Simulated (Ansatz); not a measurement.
The system is C, a slab with vacuum.

```
C
1.0
     2.45617    0.00000    0.00000
    -1.22809    2.12711    0.00000
     0.00000    0.00000    8.52380
C
2
Direct
  0.66667 0.33333 0.00000
  0.33333 0.66667 0.00000
```

A run of Ansatz 0.2.0 on this cell left the log below. Logs are shortened: lines on timing, memory, paths and dates and some standing lists are left out, and cuts for length are marked.

```text
Warning: RAYON_NUM_THREADS=1 ignored (pool sized by the plan → 1); use --threads N
C: projections on atomic orbitals take those of the free atom 1s2 2s2 2p2, of charge +0.00 (hamiltonian.pseudopotentials.projection_atoms)
LAPW: plane waves up to 11.773 Å⁻¹, error target 1.0e-3 eV per atom; small_component_spin mean_spin; C in spheres of 0.709 Å, 6 of its electrons in bands, Dirac shells [] (how accurate: hamiltonian.pseudopotentials.lapw.basis_error, Limitations)
Engine: ansatz 0.2.0, aarch64-unknown-linux-gnu
Pseudopotentials: kind: all_electron
Pseudopotential: C, LAPW, valence charge 6, lapw/all_electron/scalar/gaussian/C, Koelling and Harmon's equation, gaussian nucleus
Functional definition: PBE
  parameter kappa = 0.804
  parameter beta = 0.06672455060314922
  exchange = pbe_x(kappa = kappa, mu = beta*pi^2/3)
  correlation = pbe_c(beta = beta)
Crystal: 2 atoms, lattice volume = 44.533 Å³
Basis set: ecut = 528.1008254314554 eV, 1201 PW (Γ), exchange–correlation at level 2
Bands: 10, of which v1, the nominal top of the filled ones, is band 6 counted from 1 (5 counted from 0)
Symmetry: 24 space group operations
Space group: P6/mmm (ITA 191), of the structure as read, at distance tolerance 3.5e-5 Å
k-points: 38 of 432
Non-local potential: C, projectors of the file, none
Initial density: superposition of atomic densities (neutral atoms: chi_scale 0, normalization atom)
Initial wavefunctions: plane waves of lowest kinetic energy (no species holds an atomic orbital)
Functional: x = pbe(κ = 0.804, μ = 0.2195149727645171), c = pbe(β = 0.06672455060314922)
iter 1 solved again at ethr=2.22e-2 eV; its pass at ethr=1.00e-1 eV (dr2=2.67e0 eV) is discarded
SCF iter   1: F=—  HF=-2075.006529 eV  |F-HF|=—  |Δ(HF+E_count)|=         —  Δρ=8.04e-2  dr2=2.67e0  ethr=2.22e-2  ⟨swp⟩=2.2  Hψ=2626  notcnv=0
preconditioner: auto → LDOS  [metal: Δε(μ)=0.000 eV  Ē_g=18.760 eV  σ=0.050 eV  W_gap=0.00  n_scr=4 (ndim 8)  ℏωp=15.7 eV  f_vac=0.556  D(μ)=0.28/eV (n_scr^D=2)  β→1.0]
iter 2 solved again at ethr=4.08e-4 eV; its pass at ethr=2.22e-2 eV (dr2=4.90e-2 eV) is discarded
SCF iter   2: F=—  HF=-2073.719652 eV  |F-HF|=—  |Δ(HF+E_count)|=    1.29e0  Δρ=1.74e-2  dr2=4.89e-2  ethr=4.08e-4  ⟨swp⟩=2.3  Hψ=2193  notcnv=0
SCF iter   3: F=—  HF=-2073.729779 eV  |F-HF|=—  |Δ(HF+E_count)|=         —  Δρ=1.92e-3  dr2=1.19e-3  ethr=4.08e-4  ⟨swp⟩=3.2  Hψ=1243  notcnv=0
the basis was enlarged: its passes take 80.4 KiB over the memory plan, 1 of 1 planned eigensolver slots
SCF iter   4: F=—  HF=-2073.729906 eV  |F-HF|=—  |Δ(HF+E_count)|=   1.26e-4  Δρ=1.76e-4  dr2=4.63e-6  ethr=9.95e-6  ⟨swp⟩=3.0  Hψ=1105  notcnv=0
SCF iter   5: F=-2073.729913 eV  HF=-2073.729913 eV  |F-HF|=9.77e-8  |Δ(HF+E_count)|=   7.20e-6  Δρ=1.99e-5  dr2=7.04e-8  ethr=3.85e-8  ⟨swp⟩=3.0  Hψ=1047  notcnv=0
SCF 1 converged in 5 iterations: F = -2073.729913 eV  dr2 = 7.04e-8
SCF converged after 5 iterations
Free energy (F): -2073.729913 eV
Harris-Foulkes:  -2073.729913 eV  (|F-HF|=9.77e-8)
Internal energy: -2073.727987 eV  (E = F + TS)
E sigma→0 (E₀):  -2073.728950 eV
Entropy (-TS):   -0.001925 eV (-0.963 meV/atom)
Fermi energy:    0.323714 eV
--- Per-component energies (eV) ---
  E_band       = -1133.298562
  E_kinetic    = 2067.598621
  E_xc         = -294.434504
  E_electrostatic = -3846.892105  (all electrons and nuclei)
  E_smearing   = -0.001925  (= −TS)
  E_closure    = 0.000000  (closes the sum)
  E_atoms      = -2055.265647  (free atoms, spherical and without spin; not in F)
  Σ components = -2073.729913   (vs F -2073.729913, Δ=0.00e0)
  Basis errors (estimates in eV, not in F): energy 6.8e-4 per atom: plane waves 6.3e-4 (4.2e-4 summed), levels above the bands 8.0e-75, relativity 1.4e-8, radial functions 4.1e-5, core shells 0.0e0; eigenvalues (radial functions only) 2.0e-6; not estimated: angular momenta, meshes, grids; target (lapw.basis_error) 1.0e-3; muffin-tin radii C 0.709 Å
--- Forces (eV/Å), atoms counted from 1 ---
  atom   1  C     -0.00000000     0.00000000     0.00000000
  atom   2  C     -0.00000000    -0.00000000     0.00000000
  max |Σ_I F_I| component: 1.48e-16 eV/Å
--- Stress (GPa, compression-positive) ---
        2.064643       0.000000       0.000000
        0.000000       2.064643       0.000000
        0.000000       0.000000      -0.002891
  P = ⅓ Tr σ = 1.3755 GPa (13.755 kbar)
--- Band table (eV; the first three rows and the last of 38) ---
  k-point 0: bands = ["-265.5969", "-265.5700", "-19.2945", "-7.3750", "-2.7276", "-2.7276", "3.2730", "5.5910", "7.2813", "8.7126"]
  k-point 1: bands = ["-265.5969", "-265.5700", "-19.2945", "-7.3753", "-2.7276", "-2.7276", "3.6162", "4.5902", "8.6822", "8.7126"]
  k-point 2: bands = ["-265.5965", "-265.5704", "-19.1295", "-7.1773", "-3.3808", "-3.0698", "3.4982", "5.8111", "7.4937", "8.7918"]
  k-point 37: bands = ["-265.5834", "-265.5834", "-12.3166", "-12.3166", "-10.3295", "0.3237", "0.3237", "10.9421", "13.3181", "13.3181"]
--- Löwdin populations: 2 sites ---
  site symbol       q [e]
     0      C      5.9551
     1      C      5.9551
  spilling = 0.007482 (of n_electrons = 12.000000)
```

What input gives this log?

Single point with PBE, no spin polarisation. The files as run (others can give the same):

input.yaml
```yaml
crystal:
  lattice:
    - [2.4561701622, 0.0, 0.0]
    - [-1.2280850811, 2.1271057565, 0.0]
    - [0.0, 0.0, 8.52380336]
  atoms:
    - { symbol: C, position: [0.6666666667, 0.3333333333, 0.0] }
    - { symbol: C, position: [0.3333333333, 0.6666666667, 0.0] }
kpoints:
  mp_grid: { grid: [12, 12, 3] }
scf:
  occupations: { method: fermi_dirac, width: 0.05 }
hamiltonian:
  xc: pbe
  pseudopotentials: { kind: all_electron, lapw: { basis_error: 0.001 } }
output:
  forces: true
  stress: true
  eigenvalues: true
  populations: true
```

Potentials or basis: all-electron LAPW, scalar-relativistic.
Run with:
```console
$ ansatz run input.yaml --threads 1 --pin off --max-ram 3072MiB --backend cpu --events-out ev --progress --plain --runs-dir out
```
